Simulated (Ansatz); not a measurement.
# Mg2Ge: the cell at several levels of theory

An exercise on one series of results from a longer session: the logs are not shown, and one member is left open.

Code: Ansatz 0.2.0. PAW datasets, plane waves, zero pressure. No spin polarisation and no zero-point or thermal motion.

### Starting point

The symmetry is Fm-3m (No. 225, cubic); a = 6.369 Å in the conventional setting, 21.53 Å³ an atom. Mg has 4 Ge at 2.76 Å; Ge has 8 Mg at 2.76 Å.

As a file:

```cif
data_structure
_symmetry_space_group_name_H-M 'Fm-3m'
_symmetry_Int_Tables_number 225
_cell_length_a 6.3686
_cell_length_b 6.3686
_cell_length_c 6.3686
_cell_angle_alpha 90.000
_cell_angle_beta 90.000
_cell_angle_gamma 90.000
_cell_volume 258.30
loop_
_atom_site_label
_atom_site_type_symbol
_atom_site_symmetry_multiplicity
_atom_site_Wyckoff_symbol
_atom_site_fract_x
_atom_site_fract_y
_atom_site_fract_z
_atom_site_occupancy
Mg1 Mg 8 c 0.25000 0.25000 0.75000 1
Ge1 Ge 4 a 0.00000 0.00000 0.00000 1
```

The first run:

input.yaml

```yaml
crystal:
  lattice:
    - [0.0, 3.1842959198, 3.1842959198]
    - [3.1842959198, 0.0, 3.1842959198]
    - [3.1842959198, 3.1842959198, 0.0]
  atoms:
    - { symbol: Mg, position: [0.75, 0.75, 0.75] }
    - { symbol: Mg, position: [0.25, 0.25, 0.25] }
    - { symbol: Ge, position: [0.0, 0.0, 0.0] }
kpoints:
  mp_grid: { grid: [6, 6, 6] }
hamiltonian:
  xc: pbe
scf:
  occupations: { method: fermi_dirac, width: 0.02 }
relax:
  f_tol: 0.005
  cell: {}
```

Launch:

```bash
> ansatz run input.yaml --threads 2 --pin off --max-ram 20275MiB --backend cpu --events-out ev --progress --plain --runs-dir out
```

Among the steps run: Relaxing with PBE; Relaxation with r2SCAN; Relaxing with PBEsol; LDA: cell and atoms; Relaxation with HSE06.

One of the session's tables, all rows but one given; the rest of the session is left out.

It belongs to the step «The cells side by side». 

| level | a (Å) | volume (Å³/atom) |
| --- | --- | --- |
| PBE | 6.419 | 22.041 |
| r2SCAN | 6.366 | 21.501 |
| PBEsol | 6.362 | 21.457 |
| LDA | ? | ? |
| HSE06 | 6.377 | 21.614 |

Q: Estimate the row for LDA from the others.

The run gave: a (Å): 6.284; volume (Å³/atom): 20.676. In the column «a (Å)» it is the lowest.

The first relaxation changed the volume by +2.4 % from the start. The volume runs from LDA (least) to PBE (most), a spread of 6.6 %, or 2.2 % in length if all axes shared it alike. The meshes differ: PBE 6×6×6, r2SCAN 6×6×6, PBEsol 6×6×6, LDA 6×6×6, HSE06 4×4×4.
